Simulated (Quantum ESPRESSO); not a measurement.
The system is In, a slab with vacuum.

```
In
1.0
     3.36384    0.00000    0.00000
    -1.68192    2.91317    0.00000
     0.00000    0.00000   28.49964
In
6
Direct
  0.66667 0.33333 0.26316
  0.00000 0.00000 0.35790
  0.33333 0.66667 0.45263
  0.00000 0.00000 0.54737
  0.66667 0.33333 0.64210
  0.00000 0.00000 0.73684
```

A sound run:

* Program: Quantum ESPRESSO 7.5
* Task: work function
* Functional: PBE
* Potentials or basis: PseudoDojo 0.4.1 SR PBE standard
* Cutoff: 952 eV
* Density cutoff: 3810 eV
* k mesh: 9 × 9 × 1
* Occupations: fermi-dirac, width 0.05 eV
* Spin: no spin polarisation

It gives largest force 0.219 eV/Å; band gap on the k mesh none (metal or under the smearing width).

What do these careless settings give instead: cutoff 381 eV in place of 952 eV; density cutoff 1524 eV in place of 3810 eV?

Largest force 0.140 eV/Å; band gap on the k mesh none (metal or under the smearing width). The run converged, but these numbers show the error of the settings and aren't properties of the slab.
